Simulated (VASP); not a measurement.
Ti2C, 3 atoms in the cell. Symmetry: R-3m, No. 166, trigonal system. The conventional cell has a = 3.081 Å, b = 3.081 Å, c = 14.441 Å, α = 90.00°, β = 90.00°, γ = 120.00°. Around Ti (site symmetry 3m) lie 3 C at 2.11 Å. Around C (site symmetry -3m) lie 6 Ti at 2.11 Å. The cell comes from a database or a generator and needn't be the stable form of this composition.

* Program: VASP 6.6.1
* Task: relaxation of cell and atoms
* Functional: PBEsol
* Potentials or basis: VASP PAW PBE potentials, release 64 (Ti_sv, C)
* Cutoff: 600 eV
* k mesh: 10 × 10 × 10
* Occupations: fermi-dirac, width 0.05 eV
* Spin: no spin polarisation
* Hubbard terms: Ti d U = 6 eV
* Further INCAR settings: ALGO = Normal; EDIFF = 1e-06; IBRION = 2; EDIFFG = -0.01; NSW = 40; ISIF = 3

Potentials or basis: VASP PAW PBE potentials, release 64 (Ti_sv, C).

Launch:

```bash
$ cat potpaw_PBE.64/Ti_sv/POTCAR potpaw_PBE.64/C/POTCAR > POTCAR
$ mpirun -np 1 vasp_std > vasp.out
```

Hardware: 1 thread of Intel(R) Xeon(R) Platinum 8559C (Emerald Rapids), with other jobs on the host.

Task: Estimate the wall time of this run.

Result: Run time: 18 min on 1 thread of Intel(R) Xeon(R) Platinum 8559C (Emerald Rapids) (shared host), peak memory 0.34 GiB. Counts: scf iterations 86, k points 116, ion steps 10.
